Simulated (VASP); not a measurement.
# Ti₃Al, self-consistent run: which settings are enough?

Ti₃Al, P3m1 (no. 156), 4 atoms in the cell. PBE; PAW potentials Ti_sv, Al (PBE set). VASP 6.6.1. The cell is changed on purpose: last atom moved by 0.05 Å along z, cell strained by -1.0% along z.

Wanted: energy within 2 meV/atom; forces within 0.01 eV/Å.

What the run is for: forces; Accuracy asked: standard.

POSCAR:
```
Ti3Al
1.0
    2.9275422229      0.0000000000      0.0000000000
   -1.4637711114      2.5353259357      0.0000000000
    0.0000000000      0.0000000000      9.1340983800
Ti Al
3 1
Direct
    0.3333333300      0.6666666700      0.2494060000
    0.3333333300      0.6666666700      0.7505940000
    0.6666666700      0.3333333300      0.0000000000
    0.6666666700      0.3333333300      0.5054192500
```

The series start from Plane-wave cutoff (eV): 360; Smearing width (eV): 0.03; k-point mesh: 14 × 14 × 4; Precision mode (PREC): Accurate; Electronic threshold (eV): 1e-6; Bands in all (NBANDS): 32; Aspherical gradient terms in the spheres (LASPH): yes; Electronic algorithm: ALGO=Normal; Density mixing: defaults; Use of symmetry (ISYM): defaults. Each series keeps the choices made before it, and each single choice may use up half of a tolerance.

## Plane-wave cutoff (eV)

| Plane-wave cutoff (eV) | Energy less reference (meV/atom) | Forces, largest deviation (eV/Å) | SCF iterations | Time (s) |
|---|---|---|---|---|
| 220 | 39.7 | 0.123 | 16 | 8.3 |
| 280 | 18.1 | 0.026 | 17 | 8.9 |
| 320 | 15.3 | 0.027 | 16 | 14 |
| 360 | 11.1 | 0.017 | 17 | 16 |
| 410 | 4.9 | 0.003 | 16 | 19 |
| 480 | 0.7 | 0.001 | 17 | 23 |
| 580 | 0.4 | 0.001 | 17 | 28 |
| 720 (reference) | 0.0 | 0.000 | 16 | 46 |

Chosen: 480, the loosest value from which every tighter one stays within half of the tolerance.

## Smearing width (eV)

| Smearing width (eV) | Energy less reference (meV/atom) | Forces, largest deviation (eV/Å) | SCF iterations | Time (s) |
|---|---|---|---|---|
| 0.15 | 3.3 | 0.065 | 16 | 23 |
| 0.1 | 1.3 | 0.030 | 17 | 23 |
| 0.07 | 0.5 | 0.013 | 17 | 25 |
| 0.05 | 0.2 | 0.005 | 17 | 23 |
| 0.03 | 0.0 | 0.001 | 17 | 23 |
| 0.02 (reference) | 0.0 | 0.000 | 16 | 23 |

Chosen: 0.05.

## k-point mesh

| k-point mesh | Energy less reference (meV/atom) | Forces, largest deviation (eV/Å) | SCF iterations | Time (s) |
|---|---|---|---|---|
| 5 × 5 × 2 | 7.5 | 0.034 | 16 | 5.6 |
| 6 × 6 × 2 | -4.6 | 0.057 | 16 | 6.3 |
| 8 × 8 × 2 | 4.8 | 0.010 | 16 | 7.8 |
| 9 × 9 × 3 | 3.5 | 0.009 | 16 | 11 |
| 12 × 12 × 4 | 0.1 | 0.003 | 17 | 20 |
| 14 × 14 × 4 | -0.2 | 0.005 | 17 | 23 |
| 17 × 17 × 5 | 0.3 | 0.003 | 17 | 38 |
| 20 × 20 × 6 (reference) | 0.0 | 0.000 | 17 | 61 |

Chosen: 12 × 12 × 4.

## Precision mode (PREC)

| Precision mode (PREC) | Energy less reference (meV/atom) | Forces, largest deviation (eV/Å) | SCF iterations | Time (s) |
|---|---|---|---|---|
| Low | -1.0 | 0.009 | 17 | 10 |
| SingleN | -1.0 | 0.009 | 17 | 9.7 |
| Normal | 0.0 | 0.000 | 17 | 10 |
| Accurate (reference) | 0.0 | 0.000 | 17 | 20 |

Chosen: Normal.

## Electronic threshold (eV)

| Electronic threshold (eV) | Energy less reference (meV/atom) | Forces, largest deviation (eV/Å) | SCF iterations | Time (s) |
|---|---|---|---|---|
| 0.001 | 0.0 | 0.005 | 13 | 8.2 |
| 0.0001 | 0.0 | 0.002 | 14 | 8.9 |
| 1e-5 | 0.0 | 0.001 | 15 | 9.3 |
| 1e-6 | 0.0 | 0.000 | 17 | 10 |
| 1e-7 | 0.0 | 0.000 | 19 | 11 |
| 1e-8 (reference) | 0.0 | 0.000 | 21 | 12 |

Chosen: 0.0001.

## Bands in all (NBANDS)

| Bands in all (NBANDS) | Energy less reference (meV/atom) | Forces, largest deviation (eV/Å) | SCF iterations | Time (s) |
|---|---|---|---|---|
| 21 | 1.8 | 0.023 | 16 | 7.3 |
| 22 | 0.0 | 0.004 | 14 | 6.8 |
| 24 | 0.0 | 0.004 | 14 | 7.7 |
| 26 | 0.0 | 0.002 | 14 | 7.9 |
| 32 | 0.0 | 0.001 | 14 | 8.9 |
| 44 (reference) | 0.0 | 0.000 | 14 | 11 |

Chosen: 22.

## Aspherical gradient terms in the spheres (LASPH)

| Aspherical gradient terms in the spheres (LASPH) | Energy less reference (meV/atom) | Forces, largest deviation (eV/Å) | SCF iterations | Time (s) |
|---|---|---|---|---|
| yes | 0.0 | 0.000 | 14 | 6.8 |
| no | 0.2 | 0.000 | 14 | 6.7 |

Chosen: yes; no other choice that stays within half of the tolerance saves 30 % of the time.

## Electronic algorithm

| Electronic algorithm | Energy less reference (meV/atom) | Forces, largest deviation (eV/Å) | SCF iterations | Time (s) |
|---|---|---|---|---|
| ALGO=Normal | 0.0 | 0.000 | 14 | 6.8 |
| ALGO=Fast | 0.4 | 0.014 | 36 | 15 |
| ALGO=VeryFast | 0.5 | 0.003 | 75 | 31 |
| ALGO=All ISEARCH=1 | 0.4 | 0.057 | 32 | 14 |
| ALGO=All ISEARCH=0 | 0.4 | 0.057 | 32 | 14 |
| ALGO=Damped TIME=0.4 | no result | no result | 120 | 34 |
| ALGO=Damped TIME=0.1 | no result | no result | 120 | 35 |
| ALGO=Old Fast | 0.1 | 0.004 | 21 | 10 |

Chosen: ALGO=Normal.

## Density mixing

| Density mixing | Energy less reference (meV/atom) | Forces, largest deviation (eV/Å) | SCF iterations | Time (s) |
|---|---|---|---|---|
| defaults | 0.0 | 0.000 | 14 | 6.8 |
| AMIN=0.01 | 0.0 | 0.000 | 14 | 7.8 |
| MIXPRE=0 | 0.0 | 0.014 | 14 | 7.9 |
| AMIX=0.1 | 0.0 | 0.012 | 18 | 10 |
| AMIX=0.4 IMIX=1 | crashed | crashed | 73 | 69 |
| AMIX=0.2 | 0.0 | 0.009 | 16 | 8.8 |
| AMIX=0.4 AMIN=0.6 IMIX=2 | crashed | crashed | 52 | 59 |

Chosen: defaults.

VASP's message at the runs that stop: WARNING: Sub-Space-Matrix is not hermitian in DAV           15.

VASP's message at the runs that stop: WARNING: Sub-Space-Matrix is not hermitian in DAV           27.

## Use of symmetry (ISYM)

| Use of symmetry (ISYM) | Energy less reference (meV/atom) | Forces, largest deviation (eV/Å) | SCF iterations | Time (s) |
|---|---|---|---|---|
| defaults | 0.0 | 0.000 | 14 | 6.8 |
| ISYM=1 | 0.0 | 0.000 | 14 | 7.7 |
| ISYM=0 | 0.0 | 0.006 | 14 | 25 |
| ISYM=-1 | 0.0 | 0.007 | 14 | 46 |

Chosen: defaults.

## All choices together

| Input | Energy less reference (meV/atom) | Forces, largest deviation (eV/Å) | Time (s) |
|---|---|---|---|
| the program's defaults (naive) | 24.2 | 0.017 | 1.2 |
| chosen settings | 0.8 | 0.010 | 7.4 |
| reference settings throughout | 0.0 | 0.000 | 200 |

The tolerance is met.

2 cheaper combinations failed this check first and made the worst setting one step tighter.

## The input

INCAR:
```
SYSTEM = Ti3Al
ALGO     = Normal         ! electronic algorithm
EDIFF    = 1E-4           ! SCF threshold, eV
ENCUT    = 480            ! plane-wave cutoff, eV
GGA      = PE             ! functional
GGA_COMPAT= .FALSE.      
ISIF     = 2              ! what is computed and relaxed
ISMEAR   = -1             ! smearing method
KPAR     = 4            
LASPH    = .TRUE.         ! aspherical terms in the spheres
LCHARG   = .FALSE.        ! write CHGCAR
LREAL    = .FALSE.        ! projectors in reciprocal space
LWAVE    = .FALSE.        ! write WAVECAR
NBANDS   = 24             ! bands
NELM     = 120            ! most SCF steps
PREC     = Normal         ! precision mode
SIGMA    = 0.03           ! smearing width, eV
```

KPOINTS:
```
Automatic mesh
0
Gamma
  12 12 4
  0 0 0
```

Commands:
```
cat potpaw_PBE.64/Ti_sv/POTCAR potpaw_PBE.64/Al/POTCAR > POTCAR
mpirun -np 4 vasp_std > vasp.out
```

The chosen input took VASP 6.6.1 7.4 s on 4 cores (Intel Xeon 6975P-C (Granite Rapids)), a shared host.

## An input that fails: tetrahedra on too few k points

VASP's message: IBZKPT: tetrahedron method fails for NKPT<4. NKPT = 1.

k mesh: 14 × 14 × 4 becomes 1 × 1 × 1.

Changes against the starting input:
```
- ISMEAR = -1
- NELM = 120
- KPAR = 4
+ ISMEAR = -5
+ NELM = 74
```
